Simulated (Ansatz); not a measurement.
**TiO2 under changes of volume**

One of the cells (12.226 Å³/atom); the others are scaled copies at fixed shape and fractional positions:

```xyz
12
Lattice="6.1536 -1.8835 0.0000 6.1536 1.8835 0.0000 -1.9283 0.0000 6.3290" Properties=species:S:1:pos:R:3 pbc="T T T"
Ti   10.5189    0.0000    1.8329
Ti    1.8562    0.0000    1.7959
Ti   -0.1400    0.0000    4.4961
Ti    8.5226    0.0000    4.5330
O     3.8886    0.0000    1.8569
O     1.9846    0.0000    4.1297
O     8.7534    0.0000    6.2992
O     8.3943    0.0000    2.1993
O    10.3741    0.0000    3.9874
O     1.6255    0.0000    0.0298
O     6.4903    0.0000    4.4721
O     0.0047    0.0000    2.3416
```

The cell comes from a database or a generator and needn't be the stable form of this composition.

| Quantity | Value |
| --- | --- |
| Program | Ansatz 0.2.0 |
| Functional | r2SCAN |
| Potentials or basis | Ansatz PAW |
| Cutoff | 500 eV (not typed: the program's choice for these potentials) |
| k mesh | 8 × 8 × 4 |
| Occupations | fermi-dirac, width 0.05 eV |
| Spin | no spin polarisation |

| volume (Å³/atom) | energy over the lowest point (meV/atom) | pressure (GPa) | gap on the mesh (eV) | largest force (eV/Å) |
| --- | --- | --- | --- | --- |
| 11.492 | 9.17 | 7.9 | 3.36 | 0.206 |
| 11.737 | 0.96 | 2.9 | 3.27 | 0.091 |
| 11.981 | 0.00 | -1.6 | 3.19 | 0.118 |
| 12.226 | ? | ? | ? | ? |
| 12.470 | 16.98 | -9.3 | 3.04 | 0.390 |
| 12.715 | 33.67 | -12.5 | 2.96 | 0.515 |
| 12.959 | 55.08 | -15.5 | 2.89 | 0.633 |

What does the run at 12.226 Å³/atom give?

Energy over the lowest point 5.56 meV/atom; pressure -5.6 GPa; gap on the mesh 3.11 eV; largest force 0.257 eV/Å.

Worked out: A Birch-Murnaghan fit of order 3 (a polynomial in V^(-2/3)) to the other rows has its minimum at 11.89 Å³/atom with B0 = V·E''(V) = 215 GPa and B' = 4.2 at fixed shape and positions, which overstates the stiffness. It gives 5.57 meV/atom at 12.226 Å³/atom, against the run's 5.56, and -dE/dV = -5.6 GPa, against -5.6. A straight line through the other rows of the gap, of slope -3.89 eV per unit of ln V, gives 3.11 eV, against the run's 3.11.

Energies are extrapolated to zero smearing.

Caveats: the PAW data sets come from PBE, with cores solved anew for the run's functional, which leaves a small shift of forces and pressure.

A mesh can miss the band edges.
